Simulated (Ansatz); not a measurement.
Theory: DFT, RPBE, plane waves (420 eV) with PAW, scalar-relativistic (Ansatz 0.2.0). The PAW files were generated under PBE, with cores re-solved for the functional.

An element in the fcc structure gives this curve. The cell is scaled uniformly from the relaxed one, with fractional coordinates and shape fixed. Energies are extrapolated to zero smearing, pressures are those at the given smearing. Magnetic state: spin not included.

```json
{"V (Å³/atom)": "17.376", "E − E₀ (meV/atom)": "78.4", "P (GPa)": "12.33"}
{"V (Å³/atom)": "18.166", "E − E₀ (meV/atom)": "31.2", "P (GPa)": "7.24"}
{"V (Å³/atom)": "18.956", "E − E₀ (meV/atom)": "6.5", "P (GPa)": "3.15"}
{"V (Å³/atom)": "19.746", "E − E₀ (meV/atom)": "0.1", "P (GPa)": "-0.11"}
{"V (Å³/atom)": "20.536", "E − E₀ (meV/atom)": "7.8", "P (GPa)": "-2.69"}
{"V (Å³/atom)": "21.325", "E − E₀ (meV/atom)": "26.6", "P (GPa)": "-4.77"}
{"V (Å³/atom)": "22.115", "E − E₀ (meV/atom)": "54.5", "P (GPa)": "-6.46"}
```

Problem. Which element is it?
A. aluminium
B. arsenic
C. titanium
D. silver

Solution. B. Its fit is V₀ = 19.68 Å³/atom, B₀ = 73 GPa, B₀′ = 4.8.
